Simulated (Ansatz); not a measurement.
Se, DFT, PBEsol, all-electron LAPW, scalar-relativistic (Ansatz 0.2.0), run on 2 threads of Arm Neoverse V1 on a shared host.

The cell is COD entry 9013138, as deposited and not checked against the literature; nothing was relaxed. The listed cell was then made from it by scaling, straining or moving an atom.

Command: `ansatz run input.yaml --threads 2 --pin off --max-ram 8192MiB --backend cpu --events-out ev --progress --plain --runs-dir out`

```yaml
crystal:
  lattice:
    - [5.6096560099, 3.1725668516, 1.3419161001]
    - [-5.7523437139, 3.3429968474, 1.5123460959]
    - [0.076252854, -6.5819985491, 1.574727804]
  atoms:
    - { symbol: Se, position: [0.28066, 0.16251, 0.91818] }
    - { symbol: Se, position: [0.91818, 0.28066, 0.16251] }
    - { symbol: Se, position: [0.16251, 0.91818, 0.28066] }
    - { symbol: Se, position: [0.71934, 0.83749, 0.08182] }
    - { symbol: Se, position: [0.08182, 0.71934, 0.83749] }
    - { symbol: Se, position: [0.83749, 0.08182, 0.71934] }
kpoints:
  mp_grid: { grid: [6, 6, 6] }
  band_path:
    path:
      - [0.0, 0.0, 0.0]
      - [0.5, -0.5, 0.0]
      - [0.0, 0.0, 0.5]
      - [0.0, 0.0, 0.0]
      - [0.0, -0.5, 0.5]
      - [-0.5, 0.0, 0.0]
      - [0.0, 0.0, 0.0]
      - [0.0, -0.5, 0.0]
      - [-0.5, 0.0, 0.5]
    npoints: 5
scf:
  occupations: { method: fermi_dirac, width: 0.01 }
hamiltonian:
  xc: pbesol
  pseudopotentials: { kind: all_electron, lapw: { basis_error: 0.001 } }
output:
  forces: true
  stress: true
  eigenvalues: true
```

(1) How large is the problem that the program sets up?

(2) Estimate the wall time and the peak memory.

## Answers

(1) 112 irreducible k-points, 2437 plane waves at Γ, 87 bands.

(2) 6.5 min of wall time for 10 SCF iterations, with a peak of 2.3 GiB. Times on shared machines scatter by tens of per cent.
